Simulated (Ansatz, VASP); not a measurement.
# Two plane-wave programs on Se

```xyz
3
Lattice="3.9606 0.0000 0.0000 -1.9803 3.4299 0.0000 0.0000 0.0000 5.4101" Properties=species:S:1:pos:R:3 pbc="T T T"
Se    0.9796    0.0000    1.8034
Se   -0.4898    0.8484    3.6067
Se    1.4905    2.5816    0.0000
```

Alike in both runs: task single point; functional PBE; dispersion D3(BJ); k mesh 12 × 12 × 8; occupations gaussian, width 0.05 eV; no spin polarisation.

|  | VASP | Ansatz |
| --- | --- | --- |
| version | VASP 6.6.1 | Ansatz 0.2.0 |
| potentials or method | VASP PAW PBE potentials, release 64 (Se) | scalar-relativistic, plane waves, PAW |
| plane-wave cutoff (eV) | 520 | 420 |
| valence electrons in the cell | 18 | 48 |

|  | VASP | Ansatz | Ansatz less VASP |
| --- | --- | --- | --- |
| gap on the k mesh at the Fermi level (eV) | none | none | - |
| pressure (GPa) | -1.7 | -1.8 | -0.08 |
| largest component of the traceless stress (GPa) | 2.62 | 2.67 | +0.048 |
| rms of the force components (eV/Å) | 0.027 | 0.036 | +0.0088 |

Atom by atom the forces differ by 0.009 eV/Å (rms over components). A gap of «none» marks a metal or a gap that the smearing closes. The two sets of potentials don't hold the same shells in valence.

Caveats: pairwise dispersion overbinds metals, which lowers pressure and volume.
